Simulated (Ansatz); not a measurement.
Hf in Ansatz: the effect of functional

Hf:

```
Hf
1.0
    -1.76815    1.76815    1.76815
     1.76815   -1.76815    1.76815
     1.76815    1.76815   -1.76815
Hf
1
Direct
  0.00000 0.00000 0.00000
```

This isn't the form of Hf at room conditions, which is hcp.

The cell isn't the ideal one: volume scaled by 0.94.

Alike in all runs:

```yaml
Program: Ansatz 0.2.0
Task: single point
Potentials_or_basis: Ansatz PAW
k_mesh: 10 × 10 × 10
Occupations: fermi-dirac, width 0.05 eV
Spin: no spin polarisation
```

Task: One run gave: pressure -7.9 GPa. Which functional did it use?
A. PBEsol
B. LDA
C. r2SCAN

Result: B.

```csv
functional,cutoff,pressure (GPa)
LDA,420 eV (not typed: the program's choice for these potentials),-7.9
PBEsol,420 eV (not typed: the program's choice for these potentials),-3.8
r2SCAN,500 eV (not typed: the program's choice for these potentials),0.3
```

Caveats: the PAW data sets come from PBE, with cores solved anew for the run's functional, which leaves a small shift of forces and pressure.
